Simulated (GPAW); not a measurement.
Set up this calculation in GPAW 26.7.0, as an ASE script.

```
Task                : single point
Functional          : PBE
Potentials or basis : GPAW PAW data sets (gpaw-data 1.2.1)
Cutoff              : 800 eV
Basis               : pw
k mesh              : 11 × 11 × 11
Occupations         : fermi-dirac, width 0.05 eV
Spin                : no spin polarisation
Maxiter             : 150
```

AlN:

```
Al N
1.0
     0.00000    2.03452    2.03452
     2.05486    0.00000    2.03452
     2.05486    2.03452    0.00000
Al N
1 1
Direct
  0.50000 0.50000 0.50000
  0.00000 0.00000 0.00000
```

Measurements of this composition are mostly on another form, of space group No. 186.

The cell isn't the ideal one: strain = 0.01.

One way to write it, as run:

run.py

```python
from ase import Atoms
from ase.dft.bandgap import bandgap
from ase.io import write
from ase.units import GPa
from gpaw import GPAW, PW

atoms = Atoms(['Al', 'N'],
              cell=[[0.0, 2.034518, 2.034518],
                    [2.05486318, 0.0, 2.034518],
                    [2.05486318, 2.034518, 0.0]],
              scaled_positions=[[0.5, 0.5, 0.5],
                                [0.0, 0.0, 0.0]],
              pbc=True)

calc = GPAW(mode=PW(800),
            xc='PBE',
            kpts={'size': (11, 11, 11), 'gamma': True},
            occupations={'name': 'fermi-dirac', 'width': 0.05},
            nbands=11,
            convergence={'density': 1e-05, 'energy': 1e-05},
            maxiter=150,
            txt='gpaw.txt')
atoms.calc = calc
energy = atoms.get_potential_energy()
forces = atoms.get_forces()
stress = atoms.get_stress()
calc.write('gs.gpw')
write('result.traj', atoms)
print(f'Energy: {energy:.6f} eV')
print('Forces (eV/A):')
print(forces.round(4))
print('Stress (GPa):', (stress / GPa).round(3))
print('Fermi level:', round(calc.get_fermi_level(), 4), 'eV')
print(f'Gap: {bandgap(calc)[0]:.4f} eV, direct: {bandgap(calc, direct=True)[0]:.4f} eV')
```

Potentials or basis: GPAW PAW data sets (gpaw-data 1.2.1), pw.

Launch:

```console
$ OMP_NUM_THREADS=1 python run.py
```

It gave:

```json
{"Pressure": "-1.2 GPa", "Band gap on the k mesh": "4.39 eV, indirect (least direct gap 5.21 eV)"}
```

Caveat: the density grid can change from cell to cell, which puts small steps into energies and stress; an odd mesh through Γ misses points on the zone boundary, where band edges often lie.

Run time: 19 s on 1 thread of Arm Neoverse V1, with other jobs on the host, peak memory 0.17 GiB.
